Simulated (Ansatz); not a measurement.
# CsH: a hydrostatic pressure series

Aim: relax CsH at pressures from -1 to 90 GPa within the symmetry of the start, and follow volume, cell shape and gap.

Method: DFT r2SCAN, scalar-relativistic, plane waves, PAW, in Ansatz 0.2.0.

2 further runs of the same task are left out: 2 set aside as unsound or not needed.

**1. The structure to begin with**

The structure is cubic, space group Fm-3m (No. 225). Conventional cell: a = 6.376 Å, b = 6.376 Å, c = 6.376 Å, α = 90.00°, β = 90.00°, γ = 90.00°. Cs (site symmetry m-3m) has 6 H at 3.19 Å as nearest neighbours. H (site symmetry m-3m) is surrounded by 6 Cs at 3.19 Å.

Structure file:

```
Cs H
1.0
     0.00000    3.18800    3.18800
     3.18800    0.00000    3.18800
     3.18800    3.18800    0.00000
Cs H
1 1
Direct
  0.00000 0.00000 0.00000
  0.50000 0.50000 0.50000
```

This cell was relaxed beforehand with the same method: volume 32.40 Å³/atom, gap on the mesh 2.68 eV.

**2. Target pressure -1 GPa**

The input, input.yaml:

```yaml
crystal:
  lattice:
    - [0.0, 3.1985863239, 3.1985863239]
    - [3.1985863239, 0.0, 3.1985863239]
    - [3.1985863239, 3.1985863239, 0.0]
  atoms:
    - { symbol: Cs, position: [0.0, 0.0, 0.0] }
    - { symbol: H, position: [0.5, 0.5, 0.5] }
basis:
  ecutwfc: 500
kpoints:
  mp_grid: { grid: [6, 6, 6] }
hamiltonian:
  xc: r2scan
scf:
  occupations: { method: gaussian, width: 0.02 }
output:
  forces: true
  stress: true
  eigenvalues: true
  write_density: true
  write_potential: true
  elf: true
  volumetric_format: npy
relax:
  adjacent_minimum: "off"
  f_tol: 0.008
  max_steps: 50
  cell: { stress_tol: 0.08, p_target: -1.0 }
```

On the command line:

```console
$ ansatz run input.yaml --threads 1 --pin off --max-ram 2560MiB --backend cpu --events-out ev --progress --plain --runs-dir out
```

The session goes on with these runs: band edges over the zone at -1 GPa; 1 GPa; seeking the band edges at 1 GPa; target pressure 4 GPa; band edges over the zone at 4 GPa; target pressure 12 GPa; band edges over the zone at 12 GPa; 25 GPa; seeking the band edges at 25 GPa; target pressure 50 GPa; band edges over the zone at 50 GPa; 90 GPa.

**Question.** What will these runs give? Wanted: bulk modulus B0; B0'.

**Answer**, as computed:

| quantity | value |
| --- | --- |
| volume at 90 GPa | 10.85 Å³/atom, V/V0 = 0.335 |
| bulk modulus B0 (third-order Birch-Murnaghan) | 9 GPa |
| B0' | 4.0 |
| gap at 0 and 90 GPa | 2.68 eV; none (metal) |

In words: At 90 GPa the crystal has lost 66.5 % of its volume. The points follow one equation of state, B0 = 9 GPa. The gap closes between 50 and 90 GPa; that is the Kohn-Sham gap on the mesh, and since semilocal gaps are small it probably closes too early. Other structures may take over in this range; these runs cannot find them.
